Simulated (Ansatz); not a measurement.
**Li: how the settings move a single-point run**

How sensitive is a single-point run of Li to its settings? A reference run comes first, then one run with altered input.

Program: Ansatz 0.2.0. Level of theory: reference: DFT, r2SCAN, all-electron PAW with datasets made for the crystal, scalar-relativistic. These are calculated values, not measurements.

**1. Starting point**

The structure is hexagonal, space group P6_3/mmc (No. 194). The conventional cell has a = 3.074 Å, b = 3.074 Å, c = 5.209 Å, α = 90.00°, β = 90.00°, γ = 120.00°. Li (site symmetry -6m2) has 12 Li at 3.07 to 3.15 Å as nearest neighbours.

Coordinates:

```cif
data_structure
_symmetry_space_group_name_H-M 'P 1'
_symmetry_Int_Tables_number 1
_cell_length_a 3.0739
_cell_length_b 3.0739
_cell_length_c 5.2085
_cell_angle_alpha 90.000
_cell_angle_beta 90.000
_cell_angle_gamma 120.000
_cell_volume 42.62
loop_
_atom_site_label
_atom_site_type_symbol
_atom_site_fract_x
_atom_site_fract_y
_atom_site_fract_z
_atom_site_occupancy
Li1 Li 0.33333 0.66667 0.25000 1
Li2 Li 0.66667 0.33333 0.75000 1
```

**2. Baseline**

Input file input.yaml:

```yaml
crystal:
  lattice:
    - [3.0739250702, 0.0, 0.0]
    - [-1.5369625351, 2.6620972002, 0.0]
    - [0.0, 0.0, 5.2085108162]
  atoms:
    - { symbol: Li, position: [0.3333333333, 0.6666666667, 0.25] }
    - { symbol: Li, position: [0.6666666667, 0.3333333333, 0.75] }
kpoints:
  mp_grid: { grid: [14, 14, 7] }
scf:
  occupations: { method: fermi_dirac, width: 0.05 }
hamiltonian:
  xc: r2scan
  pseudopotentials: { kind: all_electron, datasets: crystal }
output:
  forces: true
  stress: true
  eigenvalues: true
  efg: { contact_densities: true }
```

The run is started by

```bash
ansatz run input.yaml --threads 1 --pin off --max-ram 2048MiB --backend cpu --events-out ev --progress --plain --runs-dir out
```

**3. Changed: symmetry.detect false**

input.yaml: that of step 2 with these lines changed.

```diff
@@ -8,2 +8,3 @@
     - { symbol: Li, position: [0.6666666667, 0.3333333333, 0.75] }
+  symmetry: { detect: false }
 kpoints:
```

Q: Predict the outcome of this session. Wanted: for each run, ending; energy change; pressure; gap; force.

**Answer**, as computed:

```csv
run,ending,energy change,pressure (GPa),gap (eV),force (eV/Å),cycles,time
reference,converged,0,-0.2,0.00,0.00,5,1.5 s
1: symmetry.detect false,converged,0.0 meV/atom,-0.2,0.00,0.00,5,10 s
```

Residual by cycle in the longest SCF loop of each run; runs are numbered as in the table. The quantity is the density residual dr2, in eV.

```csv
cycle,reference,run 1
1,0.00857,0.00857
2,0.00335,0.00335
3,8.4e-5,8.4e-5
4,8.4e-6,8.4e-6
5,2.1e-9,2.1e-9
```

**Reading.** Energy and cycle count are those of the reference, so the change (use of symmetry) left the result and the number of cycles as they were. Cost: 10 s against 1.5 s.

Changed settings gave other datasets; differences in energy of a few meV/atom between such runs can come from the datasets alone.
